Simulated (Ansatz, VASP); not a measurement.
# Two plane-wave programs on F

```
F
1.0
     3.54012   -2.09190    0.00000
     3.54012    2.09190    0.00000
     0.00000    0.00000    6.37573
F
4
Direct
  0.91254 0.08746 0.09601
  0.58746 0.41254 0.59601
  0.41254 0.58746 0.40399
  0.08746 0.91254 0.90712
```

Alike in both runs: task single point; functional PBE; k mesh 5 × 5 × 3; no spin polarisation.

```csv
,VASP,Ansatz
version,VASP 6.6.1,Ansatz 0.2.0
potentials or method,"VASP PAW PBE potentials, release 64 (F)","plane waves, PAW"
plane-wave cutoff (eV),520,558
occupations,"gaussian, width 0.01 eV",fixed
valence electrons in the cell,28,28
```

Ansatz gave:

```
gap on the k mesh at the Fermi level (eV) : 3.23
```

Problem. Estimate VASP's values.

Solution. gap on the k mesh at the Fermi level (eV): 3.15.

Caveats: an odd mesh through Γ misses points on the zone boundary, where band edges often lie. PBE gaps usually lie below the measured ones, often by a third to a half.
